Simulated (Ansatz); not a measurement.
**Checking a converged run of CuO**

The cell (4 atoms) is CuO as an experimental structure (space group C2/c). Source: COD entry 9014934; it may be a high-temperature, high-pressure or metastable form.

Method: DFT, r2SCAN, PAW, plane waves, scalar-relativistic (Ansatz development build ahead of 0.2.0).

```yaml
crystal:
  lattice:
    - [2.3366, -1.7385, 0.0]
    - [2.3366, 1.7385, 0.0]
    - [-0.76216, 0.0, 5.06194]
  atoms:
    - { symbol: Cu, position: [0.0, 0.5, 0.0], spin: 1.0 }
    - { symbol: Cu, position: [0.5, 0.0, 0.5], spin: -1.0 }
    - { symbol: O, position: [0.5483, 0.4517, 0.25] }
    - { symbol: O, position: [0.4517, 0.5483, 0.75] }
magnetization:
  spin_polarized: true
hamiltonian:
  xc: r2scan
  pseudopotentials: { kind: paw }
basis:
  ecutwfc: 500
kpoints:
  mp_grid: { grid: [7, 7, 4] }
scf:
  occupations: { method: fermi_dirac, width: 0.05 }
  lower_state_search: "off"
output:
  forces: true
  stress: true
```

Command:
```sh
ansatz run input.yaml --threads 2 --pin off --max-ram 5120MiB --backend cpu --events-out ev --progress --plain --runs-dir out
```

Wall time and machine: 44 s on 2 threads of Arm Neoverse V1 (shared host), peak memory 0.6 GiB.

The end of the output:

```
SCF converged after 22 iterations
Magnetization: -0.0000 μB (25.0000 up, 25.0000 down)
Absolute magnetization: 1.4714 μB (∫|ρ↑−ρ↓|, with the PAW one-centre terms)
Spin contamination: 0.7773 ħ² per cell (⟨S²⟩ above its minimum at these occupations)
Per-site moments (μB) at R_I (Å): [(0.5430, 0.7862), (-0.5430, 0.7862), (-3.4899e-9, 0.7862), (-3.4899e-9, 0.7862)]
Free energy (F): -14397.389272 eV
Harris-Foulkes:  -14397.389272 eV  (|F-HF|=1.97e-9)
Internal energy: -14397.387804 eV  (E = F + TS)
E sigma→0 (E₀):  -14397.388538 eV
Entropy (-TS):   -0.001468 eV (-0.367 meV/atom)
Fermi energy:    11.890062 eV
--- Forces (eV/Å), atoms counted from 1 ---
  atom   1  Cu     0.00000000     0.00000000     0.00000000
  atom   2  Cu     0.00000000     0.00000000     0.00000000
  atom   3  O      0.00000006    -0.28491633    -0.00000106
  atom   4  O     -0.00000006     0.28491633     0.00000106
--- Stress (GPa, compression-positive) ---
       -2.887094       0.000001       3.139526
        0.000001       1.930986       0.000001
        3.139518       0.000001       3.420754
  P = ⅓ Tr σ = 0.8215 GPa (8.215 kbar)
```

The mesh is too coarse to rank close states of a metal with certainty: differences of some tens of meV/atom may change, at times in sign.

A semilocal functional without U tends to delocalise d and f electrons, and can give a metal where the real compound is an insulator. Gaps of semilocal functionals run low against measured ones.

Site moments are taken inside atomic spheres and don't add up to the total.

Question: Would you trust this as the ground state? If a lower solution is known, describe it.

Answer: As far as the runs go, yes: it is the lowest of 3 states reached by 13 converged runs, and the next lies 24.9 meV/atom higher (ferromagnetic, site moments Cu1 0.62, Cu2 0.62, O3 0.31, O4 0.31 μB, total 1.86 μB per cell, no gap on the k-mesh). That doesn't prove a ground state. Orders that need a larger cell or non-collinear spins weren't tried.
